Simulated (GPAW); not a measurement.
Crystal: LiH.

```
Li H
1.0
     0.00000    2.03675    2.03675
     2.03675    0.00000    2.03675
     2.03675    2.03675    0.00000
Li H
1 1
Direct
  0.00000 0.00000 0.00000
  0.50000 0.50000 0.50000
```

```yaml
Program: GPAW 26.7.0
Task: relaxation of cell and atoms
Functional: PBEsol
Potentials_or_basis: PAW data sets generated in the run's folder for this functional
Cutoff: 800 eV
Basis: pw
k_mesh: 11 × 11 × 11
Occupations: fermi-dirac, width 0.05 eV
Spin: no spin polarisation
```

At the start: pressure -2.2 GPa; volume 8.45 Å³/atom.

**Question.** Where does the relaxation end?

**Answer.** Over 3 steps the energy falls by 3.7 meV/atom and the volume is 7.90 Å³/atom (-6.6 %); space group Fm-3m (No. 225, to 0.05 Å).

Step by step:
| step | energy change (eV) | largest force (eV/Å) | pressure (GPa) | volume (Å³) |
| --- | --- | --- | --- | --- |
| 1 | 0.0000 | 0.0000 | -2.16 | 16.90 |
| 2 | -0.0005 | 0.0000 | -2.09 | 16.86 |
| 3 | -0.0074 | 0.0000 | 0.11 | 15.79 |

Final structure:
```cif
data_structure
_symmetry_space_group_name_H-M 'P 1'
_symmetry_Int_Tables_number 1
_cell_length_a 2.8160
_cell_length_b 2.8160
_cell_length_c 2.8160
_cell_angle_alpha 60.000
_cell_angle_beta 60.000
_cell_angle_gamma 60.000
_cell_volume 15.79
loop_
_atom_site_label
_atom_site_type_symbol
_atom_site_fract_x
_atom_site_fract_y
_atom_site_fract_z
_atom_site_occupancy
Li1 Li 0.00000 0.00000 0.00000 1
H1 H 0.50000 0.50000 0.50000 1
```

Caveat: the data sets keep Ga 3d, Li 1s and Be 1s frozen, and some such compounds lay over 1.5 % in volume off other programs; later steps reuse the first step's grids.
